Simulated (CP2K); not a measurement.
Runs of CP2K 2026.2 on W2C. Symmetry: P-3m1, No. 164, trigonal system. Conventional cell: a = 3.070 Å, b = 3.070 Å, c = 4.678 Å, α = 90.00°, β = 90.00°, γ = 120.00°. W (site symmetry 3m) is surrounded by 3 C at 2.13 Å. Around C (site symmetry -3m) lie 6 W at 2.13 Å. The cell comes from a database or a generator and needn't be the stable form of this composition.

| level | potentials or basis | NGRIDS | points a segment of the path (NPOINTS) | bands added on the path | CUTOFF of the grids | gap on the mesh (eV) | pressure (GPa) | largest force (eV/Å) |
| --- | --- | --- | --- | --- | --- | --- | --- | --- |
| PBEsol | POTENTIAL_UZH W GTH-PBE-q14, C GTH-PBE-q4; TZVP-MOLOPT-PBE-GTH basis | 5 | 10 | 6 | 450 Ry | none | -10.4 | (b) |
| LDA | GTH_POTENTIALS W GTH-PADE-q14, C GTH-PADE-q4; TZVP-MOLOPT-PBE-GTH basis | 4 | 10 | 2 | 450 Ry | none | -92.1 | 1.45 |
| r2SCAN | POTENTIAL_UZH W GTH-SCAN-q14, C GTH-SCAN-q4; TZVP-MOLOPT-SCAN-GTH basis | 5 | 8 | 2 | 675 Ry | none | -10.0 | 0.07 |
| RPBE | POTENTIAL_UZH W GTH-PBE-q14, C GTH-PBE-q4; TZVP-MOLOPT-PBE-GTH basis | 5 | 8 | 2 | 450 Ry | none | -1.6 | 0.01 |
| revPBE | POTENTIAL_UZH W GTH-PBE-q14, C GTH-PBE-q4; TZVP-MOLOPT-PBE-GTH basis | 5 | 6 | 6 | 450 Ry | none | -2.3 | 0.01 |
| BLYP | GTH_POTENTIALS W GTH-BLYP-q14, C GTH-BLYP-q4; TZVP-MOLOPT-PBE-GTH basis | 4 | 10 | 4 | 450 Ry | none | -2.9 | (a) |

Alike in all rows: task band structure; no spin polarisation; cell as given; k mesh 10 × 10 × 6; smearing fermi-dirac 0.05 eV.

Problem. Estimate the missing entries.

Solution. (a) 0.45; (b) 0.12.

Caveats: spin-orbit coupling is left out, which moves the levels of the heavy elements; the basis of atomic orbitals isn't converged, which shifts pressures, moduli and gaps; the potentials were made for another functional, which shifts forces and pressure (some runs); a pressure of tens of GPa on the cell as given is suspect, and the run, the potentials or the cell itself is likely at fault (some runs); forces of over 1 eV/Å show positions far from the minimum, so gaps and moduli don't describe the material at rest (some runs).

A k mesh can miss the band edges, and the runs leave out spin-orbit coupling on W.

A gap of «none» marks a metal or a gap under the smearing width.

Runs at the PBE level aren't shown here.
